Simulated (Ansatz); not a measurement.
## Band structure of C

```
C
1.0
     0.00000    2.12700    3.34800
     1.22800    0.00000    3.34800
     1.22800    2.12700    0.00000
C
2
Direct
  0.16667 0.83333 0.16667
  0.83333 0.16667 0.83333
```

Atoms are numbered in the order listed.

The cell is COD entry 9000046, as deposited and not checked against the literature; nothing was relaxed.

Method: DFT, PBE, all-electron LAPW, scalar-relativistic in Ansatz 0.2.0.

Sampling and basis: a Γ-centred 18×18×18 k mesh, Fermi–Dirac smearing of 0.05 eV, basis error target 0.25 meV/atom, no spin polarisation.

Points in fractions of the reciprocal vectors of this cell: Γ (0, 0, 0), Y (0.5, 0, 0.5), T (1, 0.5, 0.5), Z (0.5, 0.5, 0), Σ0 (0, 0.367, 0.367), U0 (1, 0.633, 0.633). The path joins them by straight lines in the order Γ–Y–T–Z–Γ–Σ0–U0–T–Y; legs that retrace an earlier one aren't tabulated. Energies are in eV from the Fermi level.

Task: Is there a gap?

Result: None at this level of theory (metallic, semimetallic, or a small gap that the functional closes).

Task: List the levels between -20 and 8 eV at the symmetry points.

Result: 
Γ: -19.74, -6.61, -3.02, -3.00, 4.26
Y: -14.41, -13.38, -6.40, -1.61, 2.51, 7.72
T: -14.18, -13.20, -6.45, -3.06, 0.95, 7.32
Z: -19.44, -8.60, -3.03, -3.01
Σ0: -13.12, -12.38, -10.08, -1.50, 0.70
U0: -13.12, -12.38, -10.08, -1.50, 0.70
